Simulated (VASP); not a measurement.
A run of VASP 6.6.1 is set up as follows.

INCAR

```
PREC = Accurate
ENCUT = 520
EDIFF = 1E-6
ISMEAR = 0
SIGMA = 0.15
LREAL = F
LASPH = T
NELM = 100
ALGO = Fast
ISIF = 2
LWAVE = F
LCHARG = F
NBANDS = 12
```

File KPOINTS:

```
regular mesh
0
Gamma
  16 16 16
```

File POSCAR:

```
Y
1.0
    0.0000000000      2.3856000000      2.6838000000
    2.3856000000      0.0000000000      2.6838000000
    2.3856000000      2.3856000000      0.0000000000
Y
1
Direct
    0.0000000000      0.0000000000      0.0000000000
```

Potentials or basis: VASP PAW LDA potentials, release 64 (Y_sv).

Command:

```bash
$ cat potpaw_LDA.64/Y_sv/POTCAR > POTCAR
$ mpirun -np 1 vasp_std > vasp.out
```

Q: Estimate the band gap on the k mesh.

A: None (metal or under the smearing width).

Q: What does it give for the pressure?

A: -1.7 GPa.

Stress tensor (GPa, compression positive):
```
-0.35  0.00  0.00
 0.00 -0.35  0.00
 0.00  0.00 -4.43
```
